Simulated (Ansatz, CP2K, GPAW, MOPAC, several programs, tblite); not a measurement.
**Many methods on one cell: BaTe (wurtzite)**

BaTe (wurtzite) (no longer in that coordination), relaxed with r2SCAN in Ansatz, was computed with several methods. The symmetry is P6_3/mmc (No. 194, hexagonal); conventional cell a = 5.972 Å, c = 7.004 Å, 54.08 Å³ an atom. Around Ba lie 5 Te at 3.45–3.50 Å; around Te lie 5 Ba at 3.45–3.50 Å. Spin-unpolarised throughout. Whether this structure exists isn't addressed.

```yaml
crystal:
  lattice:
    - [5.97218, 0.00000, 0.00000]
    - [-2.98609, 5.17206, 0.00000]
    - [0.00000, 0.00000, 7.00369]
  atoms:
    - { symbol: Ba, position: [0.33333, 0.66667, 0.93750] }
    - { symbol: Ba, position: [0.66667, 0.33333, 0.43750] }
    - { symbol: Te, position: [0.33333, 0.66667, 0.43750] }
    - { symbol: Te, position: [0.66667, 0.33333, 0.93750] }
```

Gaps and times are for a single point on this cell; volume and bulk modulus come from each method's own relaxation or energy curve at fixed shape, which is too stiff where a cell has free coordinates or axes. Times are rough, from shared hosts (Arm Neoverse V2), and each method has its own mesh and cell size. A dagger marks a closed or tiny gap in a crystal that DFT finds insulating: a failure of the method or a wrong SCF state. A double dagger marks a value from a curve with shape and coordinates held. PM7 (MOPAC) and PM6 (MOPAC): levels, charges or heat of formation failed a check of plausibility, so no values are given. PM6 (MOPAC), PM7 (MOPAC), GFN2-xTB (tblite) treat a cluster of cells at its zone centre, which samples few k points: where these miss a band edge, the gap comes out too large for that reason alone. Gaps from k meshes are read at a limited set of points (mesh, symmetry points, PBE's band edges), so each method's own least gap may be somewhat smaller. xTB and the PM methods were fitted mostly to molecules, and can miss a solid's gap by electronvolts. Minimal bases can be far off for gaps. GLLB-SC's gap includes the derivative discontinuity. d marks a direct gap, i an indirect one (no mark: not told apart), a dash a value that wasn't computed or didn't pass its checks.

| method | kind | gap (eV) | own volume (Å³/atom) | bulk modulus (GPa) | atoms computed | processor time |
| --- | --- | --- | --- | --- | --- | --- |
| PM7 (MOPAC) | semi-empirical | – | – | – | 32 | 0.41 s |
| light PBE (260 eV and a coarse mesh) | light plane-wave | 1.95 i | – | – | 4 | 1.9 s |
| GFN2-xTB (tblite) | tight binding | 0.10† | 50.50‡ | 8‡ | 32 | 2.2 s |
| PBE/SZV (CP2K) | small basis | 1.06 d | – | – | 4 | 7.2 s |
| PBE | semilocal | 1.96 i | 54.08 | 22‡ | 4 | 8.6 s |
| PBE/DZVP (CP2K) | small basis | 2.34 d | 55.53‡ | 22‡ | 4 | 15 s |
| PM6 (MOPAC) | semi-empirical | – | – | – | 32 | 15 s |
| r2SCAN | semilocal | 2.31 i | 54.08 | 23‡ | 4 | 20 s |
| PBE/single zeta (GPAW) | small basis | 1.98 i | – | – | 4 | 60 s |
| GLLB-SC (GPAW) | model potential | 3.82 | – | – | 4 | 98 s |

Against r2SCAN (2.31 eV) and with closed or daggered gaps left aside, the nearest gap at the points sampled is that of PBE/DZVP (CP2K) (+0.03 eV) and the farthest that of GLLB-SC (GPAW) (+1.51 eV). r2SCAN is only a yardstick of convenience: semilocal gaps usually lie below measured ones, which GLLB-SC and hybrids aim to mend.

Volumes against r2SCAN's: PBE 0.0 %.

Runs without a result: GFN1-xTB (tblite) (single point).

Spin-orbit coupling is left out, which matters wherever the heavy atoms make up the band edges.
